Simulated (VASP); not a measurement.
# AlN (P6_3mc) in VASP: a series of runs

The runs below take AlN through relaxation of cell and atoms, relaxation of shape and atoms at fixed volume, with LDA.

All numbers are computed with VASP 6.6.1; they aren't measurements. Logs are shortened: lines on timing, memory, paths and dates and some standing lists are left out, and cuts for length are marked.

## 1. Starting point

The structure is hexagonal, space group P6_3mc (No. 186). The conventional cell has a = 3.091 Å, b = 3.091 Å, c = 4.947 Å, α = 90.00°, β = 90.00°, γ = 120.00°. Al (site symmetry 3m) is surrounded by 4 N at 1.88 to 1.89 Å. N (site symmetry 3m) has 4 Al at 1.88 to 1.89 Å as nearest neighbours.

## 2. Relaxation of cell and atoms, LDA

INCAR

```
ALGO = Normal
EDIFF = 1E-7
EDIFFG = -0.005
ENCUT = 600
GGA = CA
IBRION = 2
ISIF = 3
ISMEAR = 0
LASPH = T
LCHARG = F
LREAL = F
LWAVE = F
NELM = 80
NSW = 90
PREC = Accurate
SIGMA = 0.03
```

KPOINTS

```
k-points
0
Gamma
  12 12 6
```

POSCAR

```
AlN                                     
1.0
    3.0908828176      0.0000000000      0.0000000000
   -1.5454414088      2.6767830402      0.0000000000
    0.0000000000      0.0000000000      4.9467950279
  Al              N             
     2     2
Direct
     0.3333333332999970    0.6666666667000030    0.9990489473736224
     0.6666666667000030    0.3333333332999970    0.4990489473736223
     0.3333333332999970    0.6666666667000030    0.3809510526263803
     0.6666666667000030    0.3333333332999970    0.8809510526263802
```

Potentials or basis: VASP PAW LDA potentials, release 64 (Al, N).

Started as:

```console
$ cat potpaw_LDA.64/Al/POTCAR potpaw_LDA.64/N/POTCAR > POTCAR
$ mpirun -np 1 vasp_std > vasp.out
```

OUTCAR:

```text
EDIFF = 1E-7
   EDIFFG = -0.005
   ENCUT = 600
   GGA = CA
   IBRION = 2
   ISIF = 3
   ISMEAR = 0
   LASPH = T
   LREAL = F
   NELM = 80
   NSW = 90
   PREC = Accurate

 ion  position               nearest neighbor table
   1  0.333  0.667  0.999-   4 1.88   4 1.88   4 1.88   3 1.89   2 3.05   2 3.05   2 3.05   2 3.05
                             2 3.05   2 3.05
   2  0.667  0.333  0.499-   3 1.88   3 1.88   3 1.88   4 1.89   1 3.05   1 3.05   1 3.05   1 3.05
                             1 3.05   1 3.05
   3  0.333  0.667  0.381-   2 1.88   2 1.88   2 1.88   1 1.89
   4  0.667  0.333  0.881-   1 1.88   1 1.88   1 1.88   2 1.89

  LATTYP: Found a hexagonal cell.
 ALAT       =     3.0908828176
 C/A-ratio  =     1.6004472896

  Lattice vectors:

 A1 = (   3.0908828176,   0.0000000000,   0.0000000000)
 A2 = (  -1.5454414088,   2.6767830402,   0.0000000000)
 A3 = (   0.0000000000,   0.0000000000,   4.9467950279)

Analysis of symmetry for initial positions (statically):
=====================================================================
 Subroutine PRICEL returns:
 Original cell was already a primitive cell.

 Routine SETGRP: Setting up the symmetry group for a
 hexagonal supercell.

 Subroutine GETGRP returns: Found 12 space group operations
 (whereof  6 operations were pure point group operations)
 out of a pool of 24 trial point group operations.

The static configuration has the point symmetry C_3v.
 The point group associated with its full space group is C_6v.

Analysis of symmetry for dynamics (positions and initial velocities):
=====================================================================
 Subroutine PRICEL returns:
 Original cell was already a primitive cell.

 Routine SETGRP: Setting up the symmetry group for a
 hexagonal supercell.

 Subroutine GETGRP returns: Found 12 space group operations
 (whereof  6 operations were pure point group operations)
 out of a pool of 24 trial point group operations.

The dynamic configuration has the point symmetry C_3v.
 The point group associated with its full space group is C_6v.

 Subroutine INISYM returns: Found 12 space group operations
 (whereof  6 operations are pure point group operations),
 and found     1 'primitive' translations

----------------------------------------------------------------------------------------

                                     Primitive cell

  volume of cell :      40.9279

  direct lattice vectors                    reciprocal lattice vectors
     3.090882818  0.000000000  0.000000000     0.323532162  0.186791381  0.000000000
    -1.545441409  2.676783040  0.000000000     0.000000000  0.373582761  0.000000000
     0.000000000  0.000000000  4.946795028     0.000000000  0.000000000  0.202151089

[... 110 lines left out ...]
  Thomas-Fermi vector in A             =   2.332964
   LORBIT       =      0    0 simple, 1 ext, 2 COOP (PROOUT), +10 PAW based schemes
   GGA     = CA    functional components
   LHFCALC =     F    Hartree Fock is set to
   AEXX    =    0.0000 exact exchange contribution
   IVDW    =     0    specifies the selected vdW correction
   LEPSILON=     F    determine dielectric tensor
   LRPA    =     F    only Hartree local field effects (RPA)
 conjugate gradient relaxation of ions
 non-spin polarized calculation
 Gauss-broadening in eV      SIGMA  =   0.03
  energy-cutoff  :      600.00
  volume of cell :       40.93
 maximum number of plane-waves:      1387
 NGX is ok and might be reduce to    28
   NGX = 13   NGY = 13   NGZ = 19

--------------------------------------- Ionic step        1  -------------------------------------------

 number of electron      15.9999999 magnetization

 Free energy of the ion-electron system (eV)
  ---------------------------------------------------
  ext. energy  EPLUGINS =         0.00000000
  ---------------------------------------------------
  free energy    TOTEN  =       -32.84252916 eV

  energy without entropy =      -32.84252916  energy(sigma->0) =      -32.84252916

------------------------ aborting loop because EDIFF is reached ----------------------------------------

  FORCE on cell =-STRESS in cart. coord.  units (eV):
  Direction    XX          YY          ZZ          XY          YZ          ZX
  --------------------------------------------------------------------------------------
  -------------------------------------------------------------------------------------
  Total        0.0215439      0.0215439      0.0371848      0.0000000      0.0000000      0.0000000
  in kB        0.8433642      0.8433642      1.4556475      0.0000000      0.0000000      0.0000000
  external PRESSURE =       1.0474586 kB  Pullay stress =       0.0000000 kB
[... 63 lines left out ...]
--------------------------------------- Ionic step        3  -------------------------------------------

 number of electron      15.9999999 magnetization

 Free energy of the ion-electron system (eV)
  ---------------------------------------------------
  ext. energy  EPLUGINS =         0.00000000
  ---------------------------------------------------
  free energy    TOTEN  =       -32.84253708 eV

  energy without entropy =      -32.84253708  energy(sigma->0) =      -32.84253708

 E-fermi :   6.2824     XC(G=0): -11.3319

 val. band max:        6.0880655831   @ k =   0.0000   0.0000   0.0000
 cond. band min:      10.4891869639   @ k =   0.0000   0.0000   0.0000
 fundamental gap:      4.4011213808
 Fermi energy:         6.2824311303

 k-point     1 :       0.0000    0.0000    0.0000
  band No.  band energies     occupation
      1      -9.0686      2.00000
      2      -6.7836      2.00000
      3      -0.0537      2.00000
      4       5.2008      2.00000
      5       5.2008      2.00000
      6       5.8614      2.00000
      7       5.8614      2.00000
      8       6.0881      2.00000
      9      10.4892      0.00000
     10      12.7973      0.00000
     11      16.7227      0.00000
     12      17.1686      0.00000
[... 331 lines left out ...]
 k-point    24 :       0.3333   -0.0000    0.1667
  band No.  band energies     occupation
      1      -7.6739      2.00000
      2      -6.3491      2.00000
      3       1.0647      2.00000
      4       2.0774      2.00000
      5       2.6755      2.00000
      6       4.2685      2.00000
      7       5.2747      2.00000
      8       5.4122      2.00000
      9      11.9093      0.00000
     10      12.6781      0.00000
     11      14.6288      0.00000
     12      16.2471      0.00000

 [... further k-points ...]
[... 5 lines left out ...]
  --------------------------------------------------------------------------------------
  -------------------------------------------------------------------------------------
  Total        0.0000026      0.0000026     -0.0013573      0.0000000      0.0000000     -0.0000000
  in kB        0.0001027      0.0001027     -0.0531058      0.0000000      0.0000000     -0.0000000
  external PRESSURE =      -0.0176335 kB  Pullay stress =       0.0000000 kB
[... 19 lines left out ...]
  FREE ENERGIE OF THE ION-ELECTRON SYSTEM (eV)
  ---------------------------------------------------
  free  energy   TOTEN  =       -32.8425370795 eV

  energy  without entropy=      -32.8425370795  energy(sigma->0) =      -32.84253708

 reached required accuracy - stopping structural energy minimisation
```

OSZICAR:

```text
N       E                     dE             d eps       ncg     rms          rms(c)
DAV:   1     0.540269911762E+02    0.54027E+02   -0.83275E+03  1824   0.134E+03
DAV:   2    -0.340090148866E+02   -0.88036E+02   -0.81114E+02  2652   0.224E+02
DAV:   3    -0.379503914184E+02   -0.39414E+01   -0.39237E+01  2404   0.519E+01
DAV:   4    -0.379786995923E+02   -0.28308E-01   -0.28300E-01  2088   0.521E+00
[... 19 lines left out ...]
DAV:   1    -0.328425480103E+02   -0.18584E-04   -0.38086E-04  1936   0.195E-01    0.216E-02
DAV:   2    -0.328425376192E+02    0.10391E-04   -0.36049E-05  2136   0.507E-02    0.607E-03
DAV:   3    -0.328425372355E+02    0.38376E-06   -0.16189E-06  2096   0.108E-02    0.231E-03
DAV:   4    -0.328425370972E+02    0.13825E-06   -0.14694E-07  1104   0.348E-03    0.877E-04
DAV:   5    -0.328425370795E+02    0.17711E-07   -0.24530E-08   924   0.157E-03
   3 F= -.32842537E+02 E0= -.32842537E+02  d E =-.791607E-05
```

CONTCAR:

```text
AlN
   1.00000000000000
     3.0912892629418347    0.0000000000000000    0.0000000000000000
    -1.5456446314709174    2.6771350321912939   -0.0000000000000000
     0.0000000000000000    0.0000000000000000    4.9479177817787763
  Al              N
     2     2
Direct
     0.3333333332999970    0.6666666667000030    0.9990259567857883
     0.6666666667000030    0.3333333332999970    0.4990259567857884
     0.3333333332999970    0.6666666667000030    0.3809740432142142
     0.6666666667000030    0.3333333332999970    0.8809740432142142

  0.00000000E+00  0.00000000E+00  0.00000000E+00
  0.00000000E+00  0.00000000E+00  0.00000000E+00
  0.00000000E+00  0.00000000E+00  0.00000000E+00
  0.00000000E+00  0.00000000E+00  0.00000000E+00
```

Run time: 29 s. Hardware: 1 thread of Intel Xeon 6975P-C (Granite Rapids), shared host; peak memory 0.17 GiB.

Results:

```
Free energy                            : -32.8425 eV
Relaxed volume                         : 10.24 Å³/atom
Relaxed cell                           : a = 3.091 Å, b = 3.091 Å, c = 4.948 Å, α = 90.00°, β = 90.00°, γ = 120.00°
Space group after relaxing (to 0.05 Å) : P6_3mc (No. 186)
Energy gained by relaxing              : 0.0 meV/atom
Ionic steps                            : 3
Pressure after relaxing                : 0.0 GPa
Band gap on the k mesh                 : 4.40 eV, direct
```

Final structure:
```
Al N
1.0
     3.09129    0.00000    0.00000
    -1.54564    2.67714    0.00000
     0.00000    0.00000    4.94792
Al N
2 2
Direct
  0.33333 0.66667 0.99903
  0.66667 0.33333 0.49903
  0.33333 0.66667 0.38097
  0.66667 0.33333 0.88097
```

Levels at points of the mesh, in eV from the valence-band top:
```
           k point  band 5  band 6  band 7  band 8  band 9  band 10  band 11  band 12
(0.00, 0.00, 0.00)   -0.89   -0.23   -0.23    0.00    4.40     6.71    10.63    11.08
(0.50, 0.00, 0.00)   -3.43   -2.14   -1.84   -0.71    5.72     5.72     8.25    10.27
(0.00, 0.00, 0.50)   -0.57   -0.57   -0.57   -0.57    6.59     6.59    10.30    10.30
(0.50, 0.00, 0.50)   -1.51   -1.51   -1.40   -1.40    5.25     5.25     9.19     9.19
```

## 3. Relaxation of shape and atoms at fixed volume, LDA (a relaxed cell with its volume scaled by 0.94)

INCAR

```
ALGO = Normal
EDIFF = 1E-7
EDIFFG = -0.01
ENCUT = 600
GGA = CA
IBRION = 2
ISIF = 4
ISMEAR = 0
LASPH = T
LCHARG = F
LREAL = F
LWAVE = F
NELM = 80
NSW = 40
PREC = Accurate
SIGMA = 0.03
```

KPOINTS is that of step 2.

POSCAR

```
AlN                                     
1.0
    3.0281840200      0.0000000000      0.0000000000
   -1.5140920100      2.6224842887     -0.0000000000
    0.0000000000      0.0000000000      4.8469115261
  Al              N             
     2     2
Direct
     0.3333333332999970    0.6666666667000030    0.9990259567857883
     0.6666666667000030    0.3333333332999970    0.4990259567857884
     0.3333333332999970    0.6666666667000030    0.3809740432142142
     0.6666666667000030    0.3333333332999970    0.8809740432142142
```

Potentials or basis: VASP PAW LDA potentials, release 64 (Al, N).

Started as:

```console
$ cat potpaw_LDA.64/Al/POTCAR potpaw_LDA.64/N/POTCAR > POTCAR
$ mpirun -np 1 vasp_std > vasp.out
```

OUTCAR:

```text
EDIFF = 1E-7
   EDIFFG = -0.01
   ENCUT = 600
   GGA = CA
   IBRION = 2
   ISIF = 4
   ISMEAR = 0
   LASPH = T
   LREAL = F
   NELM = 80
   NSW = 40
   PREC = Accurate

 ion  position               nearest neighbor table
   1  0.333  0.667  0.999-   4 1.84   4 1.84   4 1.84   3 1.85   2 2.99   2 2.99   2 2.99   2 2.99
                             2 2.99   2 2.99
   2  0.667  0.333  0.499-   3 1.84   3 1.84   3 1.84   4 1.85   1 2.99   1 2.99   1 2.99   1 2.99
                             1 2.99   1 2.99
   3  0.333  0.667  0.381-   2 1.84   2 1.84   2 1.84   1 1.85
   4  0.667  0.333  0.881-   1 1.84   1 1.84   1 1.84   2 1.85

  LATTYP: Found a hexagonal cell.
 ALAT       =     3.0281840200
 C/A-ratio  =     1.6006000607

  Lattice vectors:

 A1 = (   3.0281840200,   0.0000000000,   0.0000000000)
 A2 = (  -1.5140920100,   2.6224842887,   0.0000000000)
 A3 = (   0.0000000000,   0.0000000000,   4.8469115261)

[... 358 lines left out ...]
      5       5.7621      2.00000
      6       6.4516      2.00000
      7       6.4516      2.00000
      8       6.7567      2.00000
      9      11.6823      0.00000
     10      13.9252      0.00000
     11      17.9041      0.00000
     12      18.1858      0.00000
[... 331 lines left out ...]
 k-point    24 :       0.3333    0.0000    0.1667
  band No.  band energies     occupation
      1      -7.3357      2.00000
      2      -5.8668      2.00000
      3       1.4701      2.00000
      4       2.5640      2.00000
      5       3.1798      2.00000
      6       4.7902      2.00000
      7       5.8914      2.00000
      8       6.0082      2.00000
      9      12.7900      0.00000
     10      13.5354      0.00000
     11      15.7697      0.00000
     12      17.3576      0.00000

 [... further k-points ...]

------------------------ aborting loop because EDIFF is reached ----------------------------------------

  FORCE on cell =-STRESS in cart. coord.  units (eV):
  Direction    XX          YY          ZZ          XY          YZ          ZX
  --------------------------------------------------------------------------------------
  -------------------------------------------------------------------------------------
  Total        3.5376791      3.5376791      3.5325741      0.0000000      0.0000000      0.0000000
  in kB      147.2545668    147.2545668    147.0420731      0.0000000      0.0000000      0.0000000
  external PRESSURE =     147.1837356 kB  Pullay stress =       0.0000000 kB
[... 19 lines left out ...]
  FREE ENERGIE OF THE ION-ELECTRON SYSTEM (eV)
  ---------------------------------------------------
  free  energy   TOTEN  =       -32.7324144742 eV

  energy  without entropy=      -32.7324144742  energy(sigma->0) =      -32.73241447

 reached required accuracy - stopping structural energy minimisation
```

CONTCAR:

```text
AlN
   1.00000000000000
     3.0335830002812583    0.0000000000000000   -0.0000000000000000
    -1.5167915001406291    2.6271599427885959    0.0000000000000000
    -0.0000000000000000   -0.0000000000000000    4.8296744217500738
  Al              N
     2     2
Direct
     0.3333333332999970    0.6666666667000030    0.9982330472914989
     0.6666666667000030    0.3333333332999970    0.4982330472914989
     0.3333333332999970    0.6666666667000030    0.3817669527085036
     0.6666666667000030    0.3333333332999970    0.8817669527085037

  0.00000000E+00  0.00000000E+00  0.00000000E+00
  0.00000000E+00  0.00000000E+00  0.00000000E+00
  0.00000000E+00  0.00000000E+00  0.00000000E+00
  0.00000000E+00  0.00000000E+00  0.00000000E+00
```

Run time: 27 s. Hardware: 1 thread of Intel Xeon 6975P-C (Granite Rapids), shared host; peak memory 0.16 GiB.

What came out:

| Quantity | Value |
| --- | --- |
| Free energy | -32.7324 eV |
| Energy gained by relaxing | 0.2 meV/atom |
| Ionic steps | 5 |
| Pressure after relaxing | 14.7 GPa |
| Band gap on the k mesh | 4.91 eV, indirect (least direct gap 4.93 eV) |

Step by step:
| step | energy change (eV) | largest force (eV/Å) | pressure (GPa) |
| --- | --- | --- | --- |
| 1 | 0.0000 | 0.0283 | 14.82 |
| 2 | -0.0005 | 0.0374 | 14.77 |
| 3 | -0.0005 | 0.0432 | 14.74 |
| 4 | -0.0006 | 0.0348 | 14.70 |
| 5 | -0.0007 | 0.0008 | 14.72 |

Final structure:
```
CELL_PARAMETERS angstrom
3.03358 0.00000 0.00000
-1.51679 2.62716 0.00000
0.00000 0.00000 4.82967
ATOMIC_POSITIONS crystal
Al 0.33333 0.66667 0.99823
Al 0.66667 0.33333 0.49823
N 0.33333 0.66667 0.38177
N 0.66667 0.33333 0.88177
```

## 4. Relaxation of shape and atoms at fixed volume, LDA (a relaxed cell with its volume scaled by 0.96)

INCAR is that of step 3.

KPOINTS is that of step 3.

Edit POSCAR of step 3 so:

```diff
@@ -2,5 +2,5 @@
 1.0
-    3.0281840200      0.0000000000      0.0000000000
-   -1.5140920100      2.6224842887     -0.0000000000
-    0.0000000000      0.0000000000      4.8469115261
+    3.0495099622      0.0000000000      0.0000000000
+   -1.5247549811      2.6409530964     -0.0000000000
+    0.0000000000      0.0000000000      4.8810458305
   Al              N
```

Started as:

```console
$ cat potpaw_LDA.64/Al/POTCAR potpaw_LDA.64/N/POTCAR > POTCAR
$ mpirun -np 1 vasp_std > vasp.out
```

Wall time 27 s (1 thread of Intel Xeon 6975P-C (Granite Rapids), shared host); peak memory 0.16 GiB.

Results (log left out):

- Free energy: -32.7946 eV
- Energy gained by relaxing: 0.1 meV/atom
- Ionic steps: 5
- Pressure after relaxing: 9.3 GPa
- Band gap on the k mesh: 4.75 eV, direct

The path:
```csv
step,energy change (eV),largest force (eV/Å),pressure (GPa)
1,0.0000,0.0182,9.39
2,-0.0002,0.0227,9.36
3,-0.0002,0.0254,9.34
4,-0.0002,0.0259,9.32
5,-0.0003,0.0011,9.33
```

Final structure:
```
Al N
1.0
     3.05286    0.00000    0.00000
    -1.52643    2.64386    0.00000
     0.00000    0.00000    4.87032
Al N
2 2
Cartesian
  0.0000 1.7626 4.8632
  1.5264 0.8813 2.4280
  0.0000 1.7626 1.8578
  1.5264 0.8813 4.2930
```

Levels at points of the mesh, in eV from the valence-band top:
| k point | band 6 | band 7 | band 8 | band 9 | band 10 | band 11 |
| --- | --- | --- | --- | --- | --- | --- |
| (0.00, 0.00, 0.00) | -0.27 | -0.27 | 0.00 | 4.75 | 7.01 | 10.97 |
| (0.50, 0.00, 0.00) | -2.25 | -1.92 | -0.75 | 5.80 | 5.82 | 8.58 |
| (0.00, 0.00, 0.50) | -0.62 | -0.62 | -0.62 | 6.91 | 6.91 | 10.63 |
| (0.50, 0.00, 0.50) | -1.58 | -1.44 | -1.44 | 5.38 | 5.38 | 9.41 |

A k mesh can miss the band edges.

## 5. Overview

```tsv
task	cell	gap on the mesh (eV)	pressure (GPa)
relaxation of cell and atoms	relaxed	4.40	0.0
relaxation of shape and atoms at fixed volume	atoms relaxed at fixed volume from: a relaxed cell with its volume scaled by 0.94	4.91	14.7
relaxation of shape and atoms at fixed volume	atoms relaxed at fixed volume from: a relaxed cell with its volume scaled by 0.96	4.75	9.3
```

Alike in all rows: level LDA; potentials or basis VASP PAW LDA potentials, release 64 (Al, N); no spin polarisation; k mesh 12 × 12 × 6; cutoff (eV) 600; smearing gaussian 0.03 eV.

Absolute energies hang on the potentials; compare differences alone.
